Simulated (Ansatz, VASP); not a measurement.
# ZnSe: VASP beside Ansatz

```
CELL_PARAMETERS angstrom
0.00000 2.83380 2.77712
2.83380 0.00000 2.77712
2.83380 2.83380 0.00000
ATOMIC_POSITIONS crystal
Zn 0.00000 0.00000 0.00000
Se 0.25000 0.25000 0.25000
```

Change from the starting cell: z stretched by -2 %, ions relaxed.

Alike in both runs: functional PBE; k mesh 13 × 13 × 13; occupations fermi-dirac, width 0.02 eV; no spin polarisation.

Ansatz relaxed the structure, and its values are those at the end. VASP's run is a single point on that final structure, the one shown.

|  | VASP | Ansatz |
| --- | --- | --- |
| version | VASP 6.6.1 | Ansatz 0.2.0 |
| potentials or method | VASP PAW PBE potentials, release 64 (Zn, Se) | plane-wave PAW, scalar-relativistic |
| plane-wave cutoff (eV) | 520 | 420 |
| valence electrons in the cell | 18 | 28 |

VASP gave:

- gap on the k mesh at the Fermi level (eV): 1.32
- pressure (GPa): 3.7

**Question.** Estimate Ansatz's values.

**Answer.** gap on the k mesh at the Fermi level (eV): 1.32; pressure (GPa): 3.5.

With one functional, cell and mesh, what is left measures potentials, basis and numerics. The two sets of potentials don't hold the same shells in valence. Ansatz warned: «stress_scf_threshold_loose».
